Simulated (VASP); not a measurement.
A run of VASP 6.6.1:

File INCAR:

```
SYSTEM = As
ALGO = Normal
EDIFF = 1E-6
EDIFFG = -0.01
ENCUT = 600
GGA = CA
IBRION = 2
ISIF = 3
ISMEAR = 1
KPAR = 2
LASPH = .True.
LCHARG = .False.
LREAL = .False.
LWAVE = .False.
NELM = 80
NSW = 90
PREC = Accurate
SIGMA = 0.1
```

Contents of KPOINTS:

```
k-points
0
Gamma
  12 12 8
  0 0 0
```

File POSCAR:

```
As
1.0
    1.8250000000     -5.5000000000      0.0000000000
    1.8250000000      5.5000000000      0.0000000000
    0.0000000000      0.0000000000      4.4700000000
As
4
Direct
    0.1100000000      0.8900000000      0.0600000000
    0.6100000000      0.3900000000      0.4400000000
    0.8900000000      0.1100000000      0.9400000000
    0.3900000000      0.6100000000      0.5600000000
```

Potentials or basis: VASP PAW LDA potentials, release 64 (As).

Command:

```bash
$ cat potpaw_LDA.64/As/POTCAR > POTCAR
$ mpirun -np 2 vasp_std > vasp.out
```

Hardware: 2 MPI ranks on AMD EPYC 9R45 (Zen 5), on a shared host.

**Question.** How long does it take, and how much memory?

**Answer.** Run time: 14 min on 2 MPI ranks on AMD EPYC 9R45 (Zen 5), on a shared host, peak memory 0.41 GiB a rank. Counts: scf iterations 94, k points 215, ion steps 16.
